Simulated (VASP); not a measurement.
# MgI2 (P-3m1) in VASP: single point with PBE

Aim: the single point of MgI2 with PBE.

All numbers are computed with VASP 6.6.1; they aren't measurements. Logs are shortened: lines on timing, memory, paths and dates and some standing lists are left out, and cuts for length are marked.

**1. Starting point**

Symmetry: P-3m1, No. 164, trigonal system. Conventional cell: a = 4.196 Å, b = 4.196 Å, c = 7.106 Å, α = 90.00°, β = 90.00°, γ = 120.00°. Mg (site symmetry -3m) is surrounded by 6 I at 2.94 Å. Around I (site symmetry 3m) lie 3 Mg at 2.94 Å.

The cell comes from a database or a generator and needn't be the stable form of this composition.

**2. Single point, PBE**

Contents of INCAR:

```
PREC = Accurate ; ENCUT = 520
EDIFF = 1E-6 ; ISMEAR = 0
SIGMA = 0.1 ; LREAL = F
LASPH = T ; NELM = 100
ALGO = Normal ; ISIF = 2
LWAVE = F ; LCHARG = T
GGA = PE ; LELF = T
LVHAR = T ; NBANDS = 15
```

Contents of KPOINTS:

```
regular mesh
0
Gamma
  6 6 4
```

Contents of POSCAR:

```
MgI2
1.0
    4.1956844300      0.0000000000      0.0000000000
   -2.0978422200      3.6335694800      0.0000000000
    0.0000000000      0.0000000000      7.1057267200
Mg I
1 2
Direct
    0.0000000000      0.0000000000      0.0000000000
    0.3333333400      0.6666666900      0.2340768400
    0.6666666900      0.3333333400      0.7659231400
```

Potentials or basis: VASP PAW PBE potentials, release 64 (Mg, I).

The run is started by

```bash
cat potpaw_PBE.64/Mg/POTCAR potpaw_PBE.64/I/POTCAR > POTCAR
mpirun -np 1 vasp_std > vasp.out
```

OUTCAR:

```text
PREC = Accurate
   ENCUT = 520
   EDIFF = 1E-6
   ISMEAR = 0
   LREAL = F
   LASPH = T
   NELM = 100
   ISIF = 2
   GGA = PE

 ion  position               nearest neighbor table
   1  0.000  0.000  0.000-   2 2.94   2 2.94   3 2.94   3 2.94   2 2.94   3 2.94
   2  0.333  0.667  0.234-   1 2.94   1 2.94   1 2.94
   3  0.667  0.333  0.766-   1 2.94   1 2.94   1 2.94

  LATTYP: Found a hexagonal cell.
 ALAT       =     4.1956844300
 C/A-ratio  =     1.6935798768

  Lattice vectors:

 A1 = (   4.1956844300,   0.0000000000,   0.0000000000)
 A2 = (  -2.0978422200,   3.6335694800,   0.0000000000)
 A3 = (   0.0000000000,   0.0000000000,   7.1057267200)

Analysis of symmetry for initial positions (statically):
=====================================================================
 Subroutine PRICEL returns:
 Original cell was already a primitive cell.

 Routine SETGRP: Setting up the symmetry group for a
 hexagonal supercell.

 Subroutine GETGRP returns: Found 12 space group operations
 (whereof 12 operations were pure point group operations)
 out of a pool of 24 trial point group operations.

The static configuration has the point symmetry D_3d.

Analysis of symmetry for dynamics (positions and initial velocities):
=====================================================================
 Subroutine PRICEL returns:
 Original cell was already a primitive cell.

 Routine SETGRP: Setting up the symmetry group for a
 hexagonal supercell.

 Subroutine GETGRP returns: Found 12 space group operations
 (whereof 12 operations were pure point group operations)
 out of a pool of 24 trial point group operations.

The dynamic configuration has the point symmetry D_3d.

 Subroutine INISYM returns: Found 12 space group operations
 (whereof 12 operations are pure point group operations),
 and found     1 'primitive' translations

----------------------------------------------------------------------------------------

                                     Primitive cell

  volume of cell :     108.3290

  direct lattice vectors                    reciprocal lattice vectors
     4.195684430  0.000000000  0.000000000     0.238340137  0.137605736  0.000000000
    -2.097842220  3.633569480  0.000000000     0.000000000  0.275211471  0.000000000
     0.000000000  0.000000000  7.105726720     0.000000000  0.000000000  0.140731559

[... 94 lines left out ...]
   PSTRESS=    0.0 pullay stress
   NELECT =      16.0000    total number of electrons
   NUPDOWN=      -1.0000    fix difference up-down
   EMIN   =  10.00;   EMAX   =-10.00  energy-range for DOS
   EFERMI =   0.00;   METHOD = LEGACY
   ISMEAR =     0;   SIGMA  =   0.10  broadening in eV -4-tet -1-fermi 0-gaus
   EFERMI_NEDOS =   21; number of points for ismear=-14 and -15
   IALGO  =     38    algorithm
   IMIX   =      4    mixing-type and parameters
     AMIX     =   0.40;   BMIX     =  1.00
     AMIX_MAG =   1.60;   BMIX_MAG =  1.00
  volume/ion in A,a.u.               =      36.11       243.68
  Fermi-wavevector in a.u.,A,eV,Ry     =   0.865366  1.635305 10.188839  0.748859
  Thomas-Fermi vector in A             =   1.983599
   LORBIT       =      0    0 simple, 1 ext, 2 COOP (PROOUT), +10 PAW based schemes
   GGA     = PE    functional components
   LHFCALC =     F    Hartree Fock is set to
   AEXX    =    0.0000 exact exchange contribution
   IVDW    =     0    specifies the selected vdW correction
   LEPSILON=     F    determine dielectric tensor
   LRPA    =     F    only Hartree local field effects (RPA)
 non-spin polarized calculation
 Gauss-broadening in eV      SIGMA  =   0.10
  energy-cutoff  :      520.00
  volume of cell :      108.33
 maximum number of plane-waves:      2961
 NGX is ok and might be reduce to    32
   NGX = 15   NGY = 15   NGZ = 27

 number of electron      15.9999999 magnetization

 Free energy of the ion-electron system (eV)
  ---------------------------------------------------
  ext. energy  EPLUGINS =         0.00000000
  ---------------------------------------------------
  free energy    TOTEN  =        -7.72457913 eV

  energy without entropy =       -7.72457913  energy(sigma->0) =       -7.72457913

 E-fermi :   2.1661     XC(G=0):  -7.9497

 val. band max:        1.7323284705   @ k =   0.0000   0.0000   0.0000
 cond. band min:       5.3351465861   @ k =   0.5000  -0.0000   0.2500
 fundamental gap:      3.6028181155
 Fermi energy:         2.1660883029

 k-point     1 :       0.0000    0.0000    0.0000
  band No.  band energies     occupation
      1     -10.1227      2.00000
      2      -9.4892      2.00000
      3      -1.4964      2.00000
      4       1.3803      2.00000
      5       1.3803      2.00000
      6       1.7216      2.00000
      7       1.7216      2.00000
      8       1.7323      2.00000
      9       5.4312      0.00000
     10       6.5791      0.00000
     11       8.4396      0.00000
     12       8.4396      0.00000
     13       9.1831      0.00000
     14       9.9204      0.00000
[... 401 lines left out ...]
      2      -9.3142      2.00000
      3      -1.2893      2.00000
      4      -0.7883      2.00000
      5      -0.7883      2.00000
      6      -0.2379      2.00000
      7       1.2521      2.00000
      8       1.2521      2.00000
      9       6.5110      0.00000
     10       7.6889      0.00000
     11       7.6889      0.00000
     12       9.2470      0.00000
     13      10.0594      0.00000
     14      10.2534      0.00000
     15      10.5192      0.00000

------------------------ aborting loop because EDIFF is reached ----------------------------------------

  FORCE on cell =-STRESS in cart. coord.  units (eV):
  Direction    XX          YY          ZZ          XY          YZ          ZX
  --------------------------------------------------------------------------------------
  -------------------------------------------------------------------------------------
  Total        0.1988890      0.1988890      0.4065665     -0.0000000      0.0000000      0.0000000
  in kB        2.9415519      2.9415522      6.0130860     -0.0000000      0.0000000      0.0000000
  external PRESSURE =       3.9653967 kB  Pullay stress =       0.0000000 kB

 VOLUME and BASIS-vectors are now :
 -----------------------------------------------------------------------------
  energy-cutoff  :      520.00
  volume of cell :      108.33
      direct lattice vectors                 reciprocal lattice vectors
     4.195684430  0.000000000  0.000000000     0.238340137  0.137605736  0.000000000
    -2.097842220  3.633569480  0.000000000     0.000000000  0.275211471  0.000000000
     0.000000000  0.000000000  7.105726720     0.000000000  0.000000000  0.140731559

 POSITION                                       TOTAL-FORCE (eV/Angst)
 -----------------------------------------------------------------------------------
      0.00000      0.00000      0.00000        -0.000000      0.000000      0.000000
     -0.00000      2.42238      1.66329        -0.000000      0.000000      0.008861
      2.09784      1.21119      5.44244         0.000000      0.000000     -0.008861
 -----------------------------------------------------------------------------------
    total drift:                               -0.000034     -0.000060      0.000079

  FREE ENERGIE OF THE ION-ELECTRON SYSTEM (eV)
  ---------------------------------------------------
  free  energy   TOTEN  =        -7.7245791268 eV

  energy  without entropy=       -7.7245791268  energy(sigma->0) =       -7.72457913
```

Run time: 19 s. Hardware: 1 thread of AMD EPYC 9R45 (Zen 5), shared host; peak memory 0.2 GiB.

Results:

* Free energy: -7.7246 eV
* Pressure: 0.4 GPa
* Largest force: 0.009 eV/Å
* Band gap on the k mesh: 3.60 eV, indirect (least direct gap 3.70 eV)

Forces in eV/Å, atoms in the order of the input:
```
Mg   0.000  0.000  0.000
I    0.000  0.000  0.009
I    0.000  0.000 -0.009
```

Levels at points of the mesh, in eV from the valence-band top:
```tsv
k point	band 4	band 5	band 6	band 7	band 8	band 9	band 10	band 11	band 12	band 13
(0.00, 0.00, 0.00)	-0.35	-0.35	-0.01	-0.01	0.00	3.70	4.85	6.71	6.71	7.45
(0.50, 0.00, 0.00)	-2.66	-1.59	-1.24	-0.72	-0.38	3.68	5.42	5.71	7.10	7.92
(0.00, 0.00, 0.50)	-1.14	-0.29	-0.29	-0.08	-0.08	4.55	4.89	6.58	6.58	7.94
(0.50, 0.00, 0.50)	-2.93	-1.13	-1.05	-0.65	-0.53	3.60	5.36	5.80	6.24	7.70
```

Caveat: spin-orbit coupling is left out, which moves the levels of the heavy elements; this functional lacks dispersion, which binds the layers, so the pressure and a relaxed spacing across them are unreliable.
